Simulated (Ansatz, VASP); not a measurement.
# MgO: VASP beside Ansatz

Contents of INCAR:

```
SYSTEM = MgO
  PREC = Accurate
  ENCUT = 520
  EDIFF = 1E-6
  ISMEAR = 0
  SIGMA = 0.05
  LREAL = .FALSE.
  LASPH = .TRUE.
  NELM = 80
  ALGO = Normal
  ISIF = 2
  LWAVE = .FALSE.
  LCHARG = .TRUE.
  GGA = PE
  LELF = .TRUE.
  LVHAR = .TRUE.
  NBANDS = 11
```

KPOINTS

```
regular mesh
0
G
  9 9 8
  0 0 0
```

The input POSCAR:

```
MgO
1.0
    2.9380209034      0.0000000000      0.0000000000
   -1.4690104517      2.5444007392      0.0000000000
    0.0000000000      0.0000000000      2.6796800000
Mg O
1 1
Direct
   -0.2200155080     -0.2358119107      0.0000000000
    0.3333333333      0.6666666667      0.5000000000
```

Input for Ansatz:

```yaml
crystal:
  lattice:
    - [2.9380209034, 0.0, 0.0]
    - [-1.4690104517, 2.5444007392, 0.0]
    - [0.0, 0.0, 2.67968]
  atoms:
    - { symbol: Mg, position: [-0.220015508, -0.2358119107, 0.0] }
    - { symbol: O, position: [0.3333333333, 0.6666666667, 0.5] }
basis:
  ecutwfc: 420
kpoints:
  mp_grid: { grid: [9, 9, 8] }
hamiltonian:
  xc: pbe
scf:
  occupations: { method: gaussian, width: 0.05 }
output:
  forces: true
  stress: true
  eigenvalues: true
```

Alike in both runs: task single point; functional PBE; k mesh 9 × 9 × 8; occupations gaussian, width 0.05 eV; no spin polarisation.

|  | VASP | Ansatz |
| --- | --- | --- |
| version | VASP 6.6.1 | Ansatz 0.2.0 |
| potentials or method | VASP PAW PBE potentials, release 64 (Mg, O) | scalar-relativistic, plane waves, PAW |
| plane-wave cutoff (eV) | 520 | 420 |
| valence electrons in the cell | 8 | 16 |

|  | VASP | Ansatz | Ansatz less VASP |
| --- | --- | --- | --- |
| gap on the k mesh at the Fermi level (eV) | 2.40 | 2.42 | +0.018 |
| least direct gap on the mesh (eV) | 2.93 | 2.94 | +0.017 |
| pressure (GPa) | 24.3 | 24.3 | +0.02 |
| largest component of the traceless stress (GPa) | 14.39 | 14.06 | -0.328 |
| rms of the force components (eV/Å) | 2.259 | 2.212 | -0.0463 |

Atom by atom the forces differ by 0.046 eV/Å (rms over components). The two sets of potentials don't hold the same shells in valence.

Caveats: so large a pressure means that the cell lies far from this level's equilibrium, or that cutoff or potentials fall short (VASP); an odd mesh through Γ misses points on the zone boundary, where band edges often lie; forces of over 1 eV/Å show positions far from the minimum, so gaps and moduli don't describe the material at rest.
